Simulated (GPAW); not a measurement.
The system is HfO2.

```
CELL_PARAMETERS angstrom
3.55802 0.00000 0.00000
0.00000 3.55802 0.00000
0.00000 0.00000 5.17186
ATOMIC_POSITIONS crystal
Hf 0.00000 0.00000 0.00000
Hf 0.50000 0.50000 0.50000
O 0.00000 0.50000 0.19721
O 0.50000 0.00000 0.30279
O 0.50000 0.00000 0.80279
O 0.00000 0.50000 0.69721
```

Measurements of this composition are mostly on another form, of space group No. 14.

Program: GPAW 26.7.0. Alike in all runs: no spin polarisation; cell as given; k mesh 6 × 6 × 4.

**Question.** Order these runs on this cell by their band gap on the k mesh, lowest first.
A. level PBE; potentials or basis GPAW PAW data sets (gpaw-data 1.2.1), pw; cutoff (eV) 600; smearing fermi-dirac 0.001 eV; maxiter 150; response ecut 80 eV; response k mesh 13 × 13 × 9; response bands 72
B. level TB-mBJ; potentials or basis GPAW PAW data sets for LDA (gpaw-data 1.2.1), pw; cutoff (eV) 800; smearing fermi-dirac 0.05 eV; maxiter 150
C. level LDA; potentials or basis the program's PAW data sets (release 1.2.1) made for this functional, pw; cutoff (eV) 600; smearing fermi-dirac 0.05 eV; maxiter 120; convergence default

**Answer.** C (4.54 eV), A (4.74 eV), B (6.36 eV).

Caveats: spin-orbit coupling is left out, which moves the levels of the heavy elements; the long-wavelength limit can be off by several per cent where d states take part (some runs); an odd mesh through Γ misses points on the zone boundary, where band edges often lie (some runs); a model potential gives levels but no total energy (some runs).
